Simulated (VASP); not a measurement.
Mg, 9 atoms in the cell. The cell holds a slab with vacuum, 9 atoms: a = 3.177 Å, b = 3.177 Å, c = 35.638 Å, α = 90.00°, β = 90.00°, γ = 120.00°. The slab is cut from a database's or a generator's crystal, which needn't be the stable form of the element. The cell isn't the ideal one: the (0 0 1) slab of Mg, cut from the database cell, not relaxed.

```yaml
Program: VASP 6.6.1
Task: single point
Functional: PBE
Potentials_or_basis: VASP PAW PBE potentials, release 64 (Mg)
Cutoff: 520 eV
k_mesh: 10 × 10 × 1
Occupations: fermi-dirac, width 0.05 eV
Spin: no spin polarisation
Dipole_correction: yes
Further_INCAR_settings: ALGO = Normal; EDIFF = 1e-07; NBANDS = 19
```

Potentials or basis: VASP PAW PBE potentials, release 64 (Mg).

Command:

```sh
$ cat potpaw_PBE.64/Mg/POTCAR > POTCAR
$ mpirun -np 1 vasp_std > vasp.out
```

Hardware: 1 thread of Intel(R) Xeon(R) 6975P-C (Granite Rapids), on a shared host.

Estimate the wall time of this run.

Wall time 78 s on 1 thread of Intel(R) Xeon(R) 6975P-C (Granite Rapids), on a shared host, peak memory 0.39 GiB. Counts: scf iterations 22, k points 14.
